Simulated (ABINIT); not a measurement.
# Os (P6_3/mmc) in ABINIT: settings compared

Aim: see how the results for Os move with the level of theory and the settings. Levels: PBE, PBE+D3. Tasks: relaxation of cell and atoms.

Program: ABINIT 10.8.3 (patched build). These are calculated values, not measurements. Logs are shortened: lines on timing, memory, paths and dates and some standing lists are left out, and cuts for length are marked. The log counts tension as positive stress, the text compression.

### Step 1. The crystal as given

It takes space group P6_3/mmc (No. 194, hexagonal). The conventional cell has a = 2.734 Å, b = 2.734 Å, c = 4.320 Å, α = 90.00°, β = 90.00°, γ = 120.00°. Around Os (site symmetry -6m2) lie 12 Os at 2.68 to 2.73 Å.

### Step 2. Relaxation of cell and atoms, PBE

run.py

```python
import json, os
import numpy as np
from ase.constraints import FixSymmetry
from ase.optimize import LBFGS
from ase.filters import FrechetCellFilter
from ase.units import GPa
from ase.calculators.abinit import Abinit, AbinitProfile
from ase import Atoms

atoms = Atoms(['Os', 'Os'],
              cell=[[2.7341, 0.0, 0.0], [-1.36705, 2.3678000565, 0.0], [0.0, 0.0, 4.3197]],
              scaled_positions=[[0.6666666667, 0.3333333333, 0.75], [0.3333333333, 0.6666666667, 0.25]],
              pbc=True)

profile = AbinitProfile(command='abinit', pp_paths=[os.path.abspath('pseudos')])
params = dict(
    pps='pawxml', xc='PBE',
    chksymtnons=0,
    tolsym=1e-05,
    ecut=408.1708,
    pawecutdg=816.3416,
    pawxcdev=0,
    pawovlp=-1,
    kptopt=1,
    ngkpt=[11, 11, 6],
    nshiftk=1,
    shiftk=[0.0, 0.0, 0.0],
    ixc=11,
    nband=12,
    occopt=3,
    tsmear=0.05,
    nstep=100,
    tolvrs=1e-09,
    prtwf=0,
    prtden=0,
    ecutsm=0.5,
)

atoms.calc = Abinit(profile=profile, directory='run', **params)
atoms.set_constraint(FixSymmetry(atoms, symprec=1e-4))
opt = LBFGS(FrechetCellFilter(atoms), trajectory='opt.traj')
converged = opt.run(fmax=0.01, steps=30)
print('converged', converged)
print('cell (A)', np.round(atoms.cell[:], 5).tolist())
energy = atoms.get_potential_energy()
forces = atoms.get_forces()
stress = atoms.get_stress()
print(f'energy {energy:.6f} eV')
print('forces (eV/A)')
print(np.round(forces, 5))
print('stress (GPa, Voigt, tension positive)', np.round(stress / GPa, 4))
json.dump(dict(energy=energy, forces=forces.tolist(), stress=stress.tolist(), cell=atoms.cell.tolist(), frac=atoms.get_scaled_positions(wrap=False).tolist()), open('results.json', 'w'))
```

Potentials or basis: JTH PAW PBE v2.0.

Started as:

```
> python run.py
```

Output:

```text
Step          Energy          fmax
LBFGS:    0     -857.782150        0.813808
LBFGS:    1     -857.798275        0.166457
LBFGS:    2     -857.799090        0.011799
LBFGS:    3     -857.799080        0.009142
converged True
cell (A) [[2.7537, 0.0, 0.0], [-1.37685, 2.38477, 0.0], [0.0, 0.0, 4.35045]]
energy -857.799080 eV
forces (eV/A)
[[0. 0. 0.]
 [0. 0. 0.]]
stress (GPa, Voigt, tension positive) [-0.0463 -0.0463  0.1025  0.      0.      0.    ]
```

abinit.in:

```text
chksymtnons 0
ecut 408.1708 eV
ecutsm 0.5
ixc 11
kptopt 1
natom 2
nband 12
ngkpt
11 11 6
nshiftk 1
nsppol 1
nstep 100
occopt 3
pawecutdg 816.3416 eV
pawovlp -1
pawxcdev 0
prtden 0
prtwf 0
shiftk
0.0 0.0 0.0
tolsym 1e-05
tolvrs 1e-09
tsmear 0.05 eV
#Definition of the unit cell
acell
1.00000000000000 1.00000000000000 1.00000000000000 Angstrom
rprim
2.75369566733872 0.00000000000000 0.00000000000000
-1.37684783366936 2.38477040220647 0.00000000000000
0.00000000000000 0.00000000000000 4.35045459966892
chkprim 0 # Allow non-primitive cells
#Definition of the atom types
ntypat 1
znucl 76
#Enumerate different atomic species
typat
 1 1
pseudos "./pseudos/Os.GGA_PBE-JTH.xml"
#Definition of the atoms
xcart
2.60186532284715 1.50218764424052 6.16587578719634
0.00000000026019 3.00437528863125 2.05529192906545
chkexit 1 # abinit.exit file in the running directory terminates after the current SCF
```

abinit.abo:

```text
.Version 10.8.3 of ABINIT
 Symmetries : space group P6_3/m m c (#194); Bravais hP (primitive hexag.)
================================================================================
 Values of the parameters that define the memory need of the present run
     intxc =       0    ionmov =       0      iscf =      17    lmnmax =      18
     lnmax =       6     mgfft =      30  mpssoang =       3    mqgrid =    3001
     natom =       2  nloc_mem =       2    nspden =       1   nspinor =       1
    nsppol =       1      nsym =      24    n1xccc =       1    ntypat =       1
    occopt =       3   xclevel =       2
       mpw =         554          nfft =       12000          nkpt =          64
 PAW method is used; the additional fine FFT grid is defined by:
   mgfftf=        45    nfftf =     32805
================================================================================
================================================================================

--------------------------------------------------------------------------------
------------- Echo of variables that govern the present computation ------------
--------------------------------------------------------------------------------
 -outvars: echo values of preprocessed input variables --------
            acell      1.8897261259E+00  1.8897261259E+00  1.8897261259E+00 Bohr
              amu      1.90200000E+02
          chkexit           1
          chkprim           0
      chksymtnons           0
             ecut      1.50000002E+01 Hartree
           ecutsm      5.00000000E-01 Hartree
                       outvar_i_n : Printing only first  50 k-points.
              ixc          11
                       outvar_i_n : Printing only first  50 k-points.
         kptrlatt       11    0    0      0   11    0      0    0    6
          kptrlen      4.93270063E+01
            natom           2
            nband          12
            ngfft          20      20      30
          ngfftdg          27      27      45
             nkpt          64
            nstep         100
             nsym          24
           ntypat           1
                       prtocc : prtvol=0, do not print more k-points.
           occopt           3
        pawecutdg      3.00000005E+01 Hartree
          pawovlp     -1.0000000000E+00
         pawxcdev           0
           prtden           0
            prtwf           0
            rprim      2.7536956673E+00  0.0000000000E+00  0.0000000000E+00
                      -1.3768478337E+00  2.3847704022E+00  0.0000000000E+00
                       0.0000000000E+00  0.0000000000E+00  4.3504545997E+00
          spgroup         194
           tolvrs      1.00000000E-09
           tsmear      1.83746611E-03 Hartree
            typat      1  1
           useylm           1
                       outvars : Printing only first  50 k-points.
           xangst      1.3768478338E+00  7.9492346728E-01  3.2628409497E+00
                       1.1187275146E-10  1.5898469347E+00  1.0876136498E+00
            xcart      2.6018653229E+00  1.5021876442E+00  6.1658757873E+00
                       2.1140886121E-10  3.0043752887E+00  2.0552919290E+00
             xred      6.6666666668E-01  3.3333333328E-01  7.4999999998E-01
                       3.3333333335E-01  6.6666666661E-01  2.4999999998E-01
            znucl       76.00000

================================================================================

 chkinp: Checking input parameters for consistency.

================================================================================
== DATASET  1 ==================================================================

--- !DatasetInfo
iteration_state: {dtset: 1, }
dimensions: {natom: 2, nkpt: 64, mband: 12, nsppol: 1, nspinor: 1, nspden: 1, mpw: 554, }
cutoff_energies: {ecut:  15.0, pawecutdg:  30.0, }
electrons: {nelect:   1.60000000E+01, charge:   0.00000000E+00, occopt:   3.00000000E+00, tsmear:   1.83746611E-03, }
meta: {optdriver: 0, ionmov: 0, optcell: 0, iscf: 17, paral_kgb: 0, }
...

[... 80 lines left out ...]
cartesian_forces: # hartree/bohr
- [ -7.76167736E-29,  -4.48120651E-29,   1.71717891E-23, ]
- [  7.76167736E-29,   4.48120651E-29,  -1.71717891E-23, ]
force_length_stats: {min:   1.71717891E-23, max:   1.71717891E-23, mean:   1.71717891E-23, }
...

 Integrated electronic density in atomic spheres:
 ------------------------------------------------
 Atom  Sphere_radius  Integrated_density
    1        2.51433          6.56101923
    2        2.51433          6.56101923

================================================================================

 ----iterations are completed or convergence reached----

 Mean square residual over all n,k,spin=   79.319E-08; max=  60.807E-05
 reduced coordinates (array xred) for    2 atoms
       0.666666666681      0.333333333281      0.749999999981
       0.333333333348      0.666666666615      0.249999999981
 rms dE/dt=  8.1506E-23; max dE/dt=  1.4117E-22; dE/dt below (all hartree)
    1       0.000000000000      0.000000000000     -0.000000000000
    2      -0.000000000000      0.000000000000      0.000000000000

 cartesian coordinates (angstrom) at end:
    1      1.37684783378123     0.79492346727796     3.26284094967013
    2      0.00000000011187     1.58984693468011     1.08761364983567

 cartesian forces (hartree/bohr) at end:
    1     -0.00000000000000    -0.00000000000000     0.00000000000000
    2      0.00000000000000     0.00000000000000    -0.00000000000000
 frms,max,avg= 9.9141370E-24 1.7171789E-23   0.000E+00  0.000E+00  0.000E+00 h/b

 cartesian forces (eV/Angstrom) at end:
    1     -0.00000000000000    -0.00000000000000     0.00000000000000
    2      0.00000000000000     0.00000000000000    -0.00000000000000
 frms,max,avg= 5.0980542E-22 8.8300890E-22   0.000E+00  0.000E+00  0.000E+00 e/A
 length scales=  1.889726125908  1.889726125908  1.889726125908 bohr
              =  1.000000000000  1.000000000000  1.000000000000 angstroms
 Fermi (or HOMO) energy (hartree) =   0.34782   Average Vxc (hartree)=  -0.49714
 Eigenvalues (hartree) for nkpt=  64  k points:
 kpt#   1, nband= 12, wtk=  0.00138, kpt=  0.0000  0.0000  0.0000 (reduced coord)
  -0.04583    0.07099    0.24088    0.24088    0.24972    0.27071    0.27071    0.29371
   0.29371    0.35023    0.40954    0.40954
      occupation numbers for kpt#   1
   2.00000    2.00000    2.00000    2.00000    2.00000    2.00000    2.00000    2.00000
   2.00000    0.42543    0.00000    0.00000
 prteigrs : prtvol=0 or 1, do not print more k-points.

--- !EnergyTerms
iteration_state     : {dtset: 1, }
comment             : Components of total free energy in Hartree
kinetic             :  1.30125210527404E+01
hartree             :  1.01612908890365E+00
xc                  : -8.47846781082372E+00
Ewald energy        : -4.03066948772134E+01
psp_core            :  5.41354414257279E+00
local_psp           : -5.65472286550758E+00
PAW spherical_terms :  3.47465842628339E+00
internal            : -3.15230328430445E+01
'-kT*entropy'       : -5.01923210700771E-04
total_energy        : -3.15235347662552E+01
total_energy_eV     : -8.57799080363180E+02
...

--- !EnergyTermsDC
iteration_state     : {dtset: 1, }
comment             : '"Double-counting" decomposition of free energy'
band_energy         :  3.27447874760865E+00
Ewald energy        : -4.03066948772134E+01
psp_core            :  5.41354414257279E+00
xc_dc               : -2.83970593185977E+00
PAW spherical_terms :  2.93534024521609E+00
internal            : -3.15230376736756E+01
'-kT*entropy'       : -5.01923210700771E-04
total_energy_dc     : -3.15235395968863E+01
total_energy_dc_eV  : -8.57799211811350E+02
...

--- !EnergyTermsWithPAWCore
iteration_state     : {dtset: 1, }
comment             : 'Components of total free energy, including PAW core contributions'
Total energy        : -3.45085114486175E+04
Total energy DC     : -3.45085114534481E+04
Total energy (eV)   : -9.39024433802188E+05
Total energy DC (eV): -9.39024433933636E+05
...

 Cartesian components of stress tensor (hartree/bohr^3)
  sigma(1 1)= -1.57475866E-06  sigma(3 2)=  0.00000000E+00
  sigma(2 2)= -1.57475866E-06  sigma(3 1)=  0.00000000E+00
  sigma(3 3)=  3.48512113E-06  sigma(2 1)=  0.00000000E+00

-Cartesian components of stress tensor (GPa)         [Pressure= -3.2913E-03 GPa]
- sigma(1 1)= -4.63309995E-02  sigma(3 2)=  0.00000000E+00
- sigma(2 2)= -4.63309995E-02  sigma(3 1)=  0.00000000E+00
- sigma(3 3)=  1.02535804E-01  sigma(2 1)=  0.00000000E+00

== END DATASET(S) ==============================================================
================================================================================

 -outvars: echo values of variables after computation  --------
            acell      1.8897261259E+00  1.8897261259E+00  1.8897261259E+00 Bohr
           etotal     -3.1523539597E+01
            fcart     -7.7616773618E-29 -4.4812065142E-29  1.7171789062E-23
                       7.7616773618E-29  4.4812065142E-29 -1.7171789062E-23
            rprim      2.7536956673E+00  0.0000000000E+00  0.0000000000E+00
                      -1.3768478337E+00  2.3847704022E+00  0.0000000000E+00
                       0.0000000000E+00  0.0000000000E+00  4.3504545997E+00
           strten     -1.5747586644E-06 -1.5747586643E-06  3.4851211270E-06
                       0.0000000000E+00  0.0000000000E+00  0.0000000000E+00
           xangst      1.3768478338E+00  7.9492346728E-01  3.2628409497E+00
                       1.1187275146E-10  1.5898469347E+00  1.0876136498E+00
             xred      6.6666666668E-01  3.3333333328E-01  7.4999999998E-01
                       3.3333333335E-01  6.6666666661E-01  2.4999999998E-01
 Calculation completed.
```

Wall time 38 s (1 thread of Arm Neoverse V2, shared host); peak memory 0.1 GiB.

What came out:

```
Free energy                                           : -857.7992 eV
Relaxed volume                                        : 14.28 Å³/atom
Relaxed cell                                          : a = 2.754 Å, b = 2.754 Å, c = 4.350 Å, α = 90.00°, β = 90.00°, γ = 120.00°
Space group after relaxing (to 0.05 Å)                : P6_3/mmc (No. 194)
Energy gained by relaxing                             : 8.5 meV/atom
Ionic steps                                           : 4
Pressure after relaxing                               : 0.0 GPa
Band gap on the k mesh                                : none (metal or under the smearing width)
Valence electrons inside the program's atomic spheres : Os 6.56 (radii [1.3305] Å)
```

Step by step:
| step | energy change (eV) | largest force (eV/Å) | pressure (GPa) | volume (Å³) |
| --- | --- | --- | --- | --- |
| 1 | 0.0000 | 0.0000 | 9.04 | 27.96 |
| 2 | -0.0161 | 0.0000 | 1.81 | 28.44 |
| 3 | -0.0169 | 0.0000 | 0.06 | 28.56 |
| 4 | -0.0169 | 0.0000 | 0.00 | 28.57 |

Final structure:
```xyz
2
Lattice="2.7537 0.0000 0.0000 -1.3768 2.3848 0.0000 0.0000 0.0000 4.3505" Properties=species:S:1:pos:R:3 pbc="T T T"
Os    1.3768    0.7949    3.2628
Os    0.0000    1.5898    1.0876
```

Levels at points of the mesh, in eV from the Fermi level:
```tsv
k point	band 6	band 7	band 8	band 9	band 10	band 11
(0.00, 0.00, 0.00)	-2.10	-2.10	-1.47	-1.47	0.07	1.68
(0.00, 0.00, 0.50)	-3.10	-3.10	-3.10	0.90	0.90	0.90
```

Caveat: the log and the count of SCF iterations are those of the last ABINIT call alone. Spin-orbit coupling is left out, which matters for the levels of Os.

(Continued in part 2 of 2.)
